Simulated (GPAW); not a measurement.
A run of GPAW 26.7.0 is set up as follows.

Contents of run.py:

```python
from ase import Atoms
from ase.dft.bandgap import bandgap
from ase.io import write
from ase.units import Bohr, GPa
from gpaw import GPAW, PW
from gpaw.elf import elf_from_dft_calculation

atoms = Atoms(['Sn'],
              cell=[[-1.8946518192, 1.8946518192, 1.8946518192],
                    [1.8946518192, -1.8946518192, 1.8946518192],
                    [1.8946518192, 1.8946518192, -1.8946518192]],
              scaled_positions=[[0.0, 0.0, 0.0]],
              pbc=True)

calc = GPAW(mode=PW(600),
            xc='PBE',
            kpts={'size': (10, 10, 10), 'gamma': True},
            occupations={'name': 'fermi-dirac', 'width': 0.05},
            nbands=14,
            convergence={'density': 1e-05, 'energy': 1e-05},
            maxiter=150,
            txt='gpaw.txt')
atoms.calc = calc
energy = atoms.get_potential_energy()
forces = atoms.get_forces()
stress = atoms.get_stress()
calc.write('gs.gpw')
write('result.traj', atoms)
print(f'Energy: {energy:.6f} eV')
print('Forces (eV/A):')
print(forces.round(4))
print('Stress (GPa):', (stress / GPa).round(3))
print('Fermi level:', round(calc.get_fermi_level(), 4), 'eV')
print(f'Gap: {bandgap(calc)[0]:.4f} eV, direct: {bandgap(calc, direct=True)[0]:.4f} eV')

# fields on the real-space grid
write('density.cube', atoms, data=calc.get_pseudo_density() * Bohr**3)
write('potential.cube', atoms, data=calc.get_electrostatic_potential())
write('elf.cube', atoms, data=elf_from_dft_calculation(calc).data)
```

Potentials or basis: GPAW PAW data sets (gpaw-data 1.2.1), pw.

Run with:

```console
$ OMP_NUM_THREADS=1 python run.py
```

Problem. What does it give for the band gap on the k mesh?

Solution. None (metal or under the smearing width).

Problem. Predict the pressure.

Solution. 0.4 GPa.
